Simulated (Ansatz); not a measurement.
NaH (CsCl type), relaxed with r2SCAN: the symmetry is Pm-3m (No. 221, cubic); a = 2.932 Å in the conventional setting, 12.61 Å³ an atom. Around Na lie 8 H at 2.54 Å; around H lie 8 Na at 2.54 Å. One-shot G0W0@PBE in Ansatz on a 6×6×6 mesh (contour deformation, no spin-orbit coupling), from a PBE gap of 1.031 eV over the mesh points (the G0W0 gap is indirect on the mesh); the number N of bands summed and the screening cutoff rise together. No spin polarisation and no zero-point or thermal motion; the cell was built from a prototype and may be hypothetical.

| N | cutoff (eV) | 1000/N | G0W0 gap (eV) |
| --- | --- | --- | --- |
| 62 | 100 | 16.129 | 2.912 |
| 143 | 180 | 6.993 | 3.058 |

Lay a straight line in 1000/N through these rows.
The slope is -0.0160 eV per unit of 1000/N and the intercept 3.170 eV.

Predict the gap at N = 273 (260 eV).
3.170 + (-0.0160) × 3.663 = 3.111 eV; the run gives 3.114 eV, +0.003 eV from the line.

With that run's result added, what limit do the last two rows suggest?
Their slope is (3.114 − 3.058)/(3.663 − 6.993) = -0.0168, which meets 1/N = 0 at 3.18 eV, against 3.170 eV from the first line. The two lines nearly agree; the k mesh isn't extrapolated.
